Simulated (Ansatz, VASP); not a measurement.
This is a calculation of Gd for VASP 6.6.1.

Contents of INCAR:

```
SYSTEM = Gd
ALGO = Normal
EDIFF = 1E-7
ENCUT = 520
GGA = PE
ISIF = 2
ISMEAR = -1
ISPIN = 2
LASPH = .True.
LCHARG = .False.
LMAXMIX = 6
LORBIT = 11
LREAL = .False.
LWAVE = .False.
MAGMOM = 7 7
NBANDS = 29
NELM = 150
PREC = Accurate
SIGMA = 0.05
```

The input KPOINTS:

```
k-points
0
Gamma
  8 8 5
  0 0 0
```

The input POSCAR:

```
Gd
1.0
    3.6115965801      0.0000000000      0.0000000000
   -1.8057982901      3.1277343867      0.0000000000
    0.0000000000      0.0000000000      5.7437894346
Gd
2
Direct
    0.6666666667      0.3333333333      0.7500000000
    0.3333333333      0.6666666667      0.2500000000
```

Potentials or basis: VASP PAW PBE potentials, release 64 (Gd).

The run is started by

```sh
$ cat potpaw_PBE.64/Gd/POTCAR > POTCAR
$ mpirun -np 1 vasp_std > vasp.out
```

Question: Set up the same calculation for Ansatz 0.2.0. Potentials there: Ansatz PAW.

Answer: As run (the cutoff follows the program's own potentials):

input.yaml

```yaml
crystal:
  lattice:
    - [3.6115965801, 0.0, 0.0]
    - [-1.8057982901, 3.1277343867, 0.0]
    - [0.0, 0.0, 5.7437894346]
  atoms:
    - { symbol: Gd, position: [0.6666666667, 0.3333333333, 0.75], spin: 7.0 }
    - { symbol: Gd, position: [0.3333333333, 0.6666666667, 0.25], spin: 7.0 }
hamiltonian:
  xc: pbe
  pseudopotentials: { kind: paw }
magnetization:
  spin_polarized: true
kpoints:
  mp_grid: { grid: [8, 8, 5] }
scf:
  occupations: { method: fermi_dirac, width: 0.05 }
output:
  forces: true
  stress: true
  eigenvalues: true
```

Potentials or basis: Ansatz PAW.

Launch:

```sh
$ ansatz run input.yaml --threads 1 --pin off --max-ram 3584MiB --backend cpu --events-out ev --progress --plain --runs-dir out
```

Both were run:

|  | VASP | Ansatz | Ansatz less VASP |
| --- | --- | --- | --- |
| gap on the k mesh at the Fermi level (eV) | none | none | - |
| pressure (GPa) | 1.2 | 1.3 | +0.09 |
| largest component of the traceless stress (GPa) | 0.22 | 0.24 | +0.021 |
| net moment per atom (μB) | 7.61 | 7.61 | -0.001 |
| size of the moment on the site where the two differ most (μB) | 6.99 | 7.34 | +0.346 |

Site moments also hang on the region over which each program counts them. A gap of «none» marks a metal or a gap that the smearing closes.

Caveats: spin-orbit coupling is left out, which moves the levels of the heavy elements. The state reached can hang on the start; a lower one may exist.
